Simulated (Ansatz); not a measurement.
# Al2Cu (I4/mmm) in Ansatz: a series of runs, part 2 of 2

Ansatz 0.2.0. The steps go on from the part before.

### Step 10. Phonons, PBEsol

Contents of input.yaml:

```yaml
crystal:
  lattice:
    - [-2.0303375, 2.0303375, 2.851094]
    - [2.0303375, -2.0303375, 2.851094]
    - [2.0303375, 2.0303375, -2.851094]
  atoms:
    - { symbol: Cu, position: [0.5, 0.5, 0.0] }
    - { symbol: Al, position: [0.25, 0.75, 0.5] }
    - { symbol: Al, position: [0.75, 0.25, 0.5] }
hamiltonian:
  xc: pbesol
  pseudopotentials: { kind: paw }
kpoints:
  mp_grid: { grid: [8, 8, 8] }
scf:
  occupations: { method: fermi_dirac, width: 0.05 }
phonons:
  method: dfpt
```

Potentials or basis: Ansatz PAW.

Command:

```
$ ansatz run input.yaml --threads 2 --pin off --max-ram 5632MiB --backend cpu --events-out ev --progress --plain --runs-dir out
```

Standard output:

```text
Warning: RAYON_NUM_THREADS=2 ignored (pool sized by the plan → 2); use --threads N
zone centre: on kpoints.mp_grid the ground state, and the responses unless they are solved on pairs of k-points, stand on 95 of the mesh's 512 k-points, reduced under 4 symmetry operations, with k and −k counted as one. Each operation leaves every solved displacement unchanged or reverses it
Engine: ansatz 0.2.0, x86_64-unknown-linux-gnu
Pseudopotentials: kind: paw
Pseudopotential: Cu, paw, valence charge 19, recommended cutoff 420 eV (normal), Cu.paw.azcp
Pseudopotential: Al, paw, valence charge 3, recommended cutoff 420 eV (normal), Al.paw.azcp
Functional definition: PBEsol
  exchange = pbesol_x
  correlation = pbesol_c
Crystal: 3 atoms, lattice volume = 47.012 Å³
Basis set: ecut = 420 eV, 925 PW (Γ), exchange–correlation on 60×60×60 points (8 copies of the dense FFT grid, shifted against one another)
Bands: 17, of which v1, the nominal top of the filled ones, is band 13 counted from 1 (12 counted from 0)
Symmetry: 16 space group operations
k-points: 95 of 512 (irreducible under 4 space group operations, time reversal used)
Non-local potential: Cu, projectors of the file, l = 0: 3, l = 1: 2, l = 2: 3, l = 3: 1
Non-local potential: Al, projectors of the file, l = 0: 2, l = 1: 2, l = 2: 1
PAW form: soft (Blöchl's): semilocal exchange-correlation on the pseudo side does not see the compensation charge
PAW frozen core: Cu, regenerated for the run's functional, and the local potential with it (the file was generated under x = pbe(κ = 0.804, μ = 0.2195149727645171), c = pbe(β = 0.06672455060314922))
PAW frozen core: Al, regenerated for the run's functional, and the local potential with it (the file was generated under x = pbe(κ = 0.804, μ = 0.2195149727645171), c = pbe(β = 0.06672455060314922))
PAW one-centre angular grid: Cu, 590 points (default); XC on 64 Gauss nodes
PAW one-centre angular grid: Al, 110 points (default); XC on 64 Gauss nodes
Initial density: superposition of atomic densities (neutral atoms: chi_scale 0, normalization atom), corrected by the library's trained network
Initial wavefunctions: pseudopotential atomic-orbital guess
Functional: x = pbesol(κ = 0.804, μ = 0.12345679012345678), c = pbesol(β = 0.046)
SCF iter   1: F=—  HF=-7638.424962 eV  |F-HF|=—  |Δ(HF+E_count)|=         —  Δρ=8.83e-3  dr2=2.04e-2  ethr=1.77e-3  ⟨swp⟩=5.4  Hψ=8272  notcnv=0
preconditioner: auto → none  [insulator: Δε(μ)=0.139 eV  Ē_g=8.423 eV  σ=0.050 eV  W_gap=0.60  n_scr=14 (ndim 8)  ℏωp=22.3 eV  f_vac=0.002  D(μ)=0.65/eV (n_scr^D=0)  ε∞_Penn≈8.0]
SCF iter   2: F=—  HF=-7638.421356 eV  |F-HF|=—  |Δ(HF+E_count)|=   3.61e-3  Δρ=1.44e-3  dr2=7.35e-4  ethr=8.14e-5  ⟨swp⟩=2.0  Hψ=3448  notcnv=0  defer=7
SCF iter   3: F=—  HF=-7638.421212 eV  |F-HF|=—  |Δ(HF+E_count)|=   1.44e-4  Δρ=6.65e-4  dr2=1.53e-4  ethr=2.94e-6  ⟨swp⟩=2.1  Hψ=2308  notcnv=0  defer=7
SCF iter   4: F=—  HF=-7638.421238 eV  |F-HF|=—  |Δ(HF+E_count)|=   2.53e-5  Δρ=8.18e-5  dr2=2.55e-6  ethr=6.13e-7  ⟨swp⟩=1.6  Hψ=1874  notcnv=0  defer=7
SCF iter   5: F=—  HF=-7638.421231 eV  |F-HF|=—  |Δ(HF+E_count)|=   6.36e-6  Δρ=5.92e-6  dr2=1.19e-8  ethr=1.02e-8  ⟨swp⟩=1.8  Hψ=1925  notcnv=0  defer=7
SCF iter   6: F=—  HF=-7638.421231 eV  |F-HF|=—  |Δ(HF+E_count)|=   5.44e-9  Δρ=4.78e-7  dr2=6.80e-11  ethr=4.74e-11  ⟨swp⟩=2.0  Hψ=2372  notcnv=0  defer=7
SCF iter   7: F=-7638.421231 eV  HF=-7638.421231 eV  |F-HF|=9.09e-13  |Δ(HF+E_count)|=  5.00e-11  Δρ=5.22e-8  dr2=9.63e-13  ethr=1.00e-12  ⟨swp⟩=5.6  Hψ=6624  notcnv=0
SCF 1 converged in 7 iterations: F = -7638.421231 eV  dr2 = 9.63e-13
DFPT response loops at Γ: preconditioner auto → Kerker (q_TF=auto, 2.456 Å⁻¹) (partly filled bands, converged f_vac=0.000); β = 1.00, the filter's whole step (`scf.mixing.beta` (0.50) is not read by the response loops under this deck's `scf.mixing.preconditioner`; to damp them name `kerker` or `kerker_dos`, under which they read `scf.mixing.beta`, and type it under 1.00, their step now; both keys bind the ground state too); Broyden in place of MSR1
SCF converged after 7 iterations
Free energy (F): -7638.421231 eV
Harris-Foulkes:  -7638.421231 eV  (|F-HF|=9.09e-13)
Internal energy: -7638.415452 eV  (E = F + TS)
E sigma→0 (E₀):  -7638.418342 eV
Entropy (-TS):   -0.005780 eV (-1.927 meV/atom)
Fermi energy:    9.371054 eV
--- Per-component energies (eV) ---
  E_band       = -491.553969
  E_kinetic    = 346.831374
  E_local      = -5883.309944  (includes V_loc(G=0)·N_el)
  E_nonlocal   = 403.611789
  E_hartree    = 2630.534748
  E_xc         = -169.303917
  E_vxc        = -175.709073  (∫ρ·V_xc dr)
  E_paw        = -2528.862384  (= ΣΔE_a)
  E_vpaw       = -444.047899  (= ΣTr[D̂ρ^β])
  E_aug_tail   = 0.000238  (compensation charges beyond the density's cutoff)
  E_ewald      = -2438.161835
  E_core_change = 0.244480  (= ΣΔE_core)
  E_smearing   = -0.005780  (= −TS)
  E_closure    = 0.000000  (closes the sum)
  Σ components = -7638.421231   (vs F -7638.421231, Δ=0.00e0)
--- Band table (eV; the first three rows and the last of 95) ---
  k-point 0: bands = ["-104.2294", "-61.7291", "-61.7291", "-61.7242", "-0.9563", "4.7481", "4.7559", "4.7559", "5.3245", "5.3373", "12.2064", "12.2064", "12.2597", "12.2811", "12.3602", "12.3602", "13.7106"]
  k-point 1: bands = ["-104.2294", "-61.7291", "-61.7291", "-61.7242", "-0.6759", "4.6729", "4.7919", "4.8007", "5.2756", "5.3582", "10.3058", "10.3652", "11.1667", "11.3996", "13.6345", "14.5560", "14.6408"]
  k-point 2: bands = ["-104.2294", "-61.7291", "-61.7291", "-61.7242", "0.1571", "4.4707", "4.9267", "4.9382", "5.1191", "5.4154", "8.7903", "8.8087", "8.8454", "10.4717", "11.8815", "16.7752", "16.9629"]
  k-point 94: bands = ["-104.2294", "-61.7291", "-61.7291", "-61.7243", "3.2297", "3.4486", "4.1541", "5.2699", "5.2699", "5.4930", "5.6086", "7.3124", "7.3124", "9.7132", "10.8236", "18.3636", "20.0446"]
--- Phonons (Γ-DFPT): 4 representative perturbations + reference, on 95 of 512 k-points (Σ response iterations 14) ---
  k mesh reduced under 4 symmetry operations, with k and −k counted as one. Each operation leaves every solved displacement unchanged or reverses it
  ASR residual: 3.042e-4 → 0.000e0 eV/Å²; symmetrization residual: 8.951e-6 eV/Å²
  ASR residual per site (eV/Å²): 3.04e-4 2.10e-5 2.10e-5
  Γ frequencies (cm⁻¹): 0.00 0.00 0.00 264.07 265.29 265.29 276.93 276.93 283.53
  non-analytic LO–TO correction: not included (Born effective charges unavailable; polar crystals: no LO–TO splitting at Γ)
```

second_order_force_constants.tsv:

```text
# format = ansatz-second-order-force-constants/2
# a1_ang = -2.0303375e0 2.0303375e0 2.851094e0
# a2_ang = 2.0303375e0 -2.0303375e0 2.851094e0
[... 44 lines left out ...]
2	0	0	0	0	0	-3.776221786463401e0	-3.1636609219800996e-31	2.4138321969653341e-32	-7.806436041249597e-32	-3.776221786463401e0	1.4791141972893971e-31	-5.911320975972555e-31	-2.465190328815662e-32	-3.741635990004454e0
2	1	0	0	0	1	-1.9164959661492715e0	1.2377309775928635e-31	-3.076352097834545e-31	-1.1452863402622762e-31	-1.9164959661492718e0	-8.474091755303838e-32	3.076352097834545e-31	8.782240546405795e-32	-2.117434887914321e0
2	2	0	0	0	2	5.692717752612673e0	1.925929944387236e-31	2.8349688781380116e-31	1.9259299443872359e-31	5.692717752612673e0	-6.317050217590134e-32	2.8349688781380103e-31	-6.317050217590134e-32	5.859070877918775e0
```

Wall time 21 s (2 threads of Intel Xeon Platinum 8375C at 2.90GHz (Ice Lake), shared host); peak memory 0.6 GiB.

Results:

```yaml
Free_energy: -7638.4212 eV
Band_gap_on_the_k_mesh: none (metal or under the smearing width)
Highest_phonon_frequency_at_Γ: 284 cm⁻¹
```

Phonon frequencies in cm⁻¹ (negative: imaginary):
| q point | frequencies |
| --- | --- |
| (0.000, 0.000, 0.000) | 0 0 0 264 265 265 277 277 284 |

Caveat: the PAW data sets come from PBE, with cores solved anew for the run's functional, which leaves a small shift of forces and pressure.
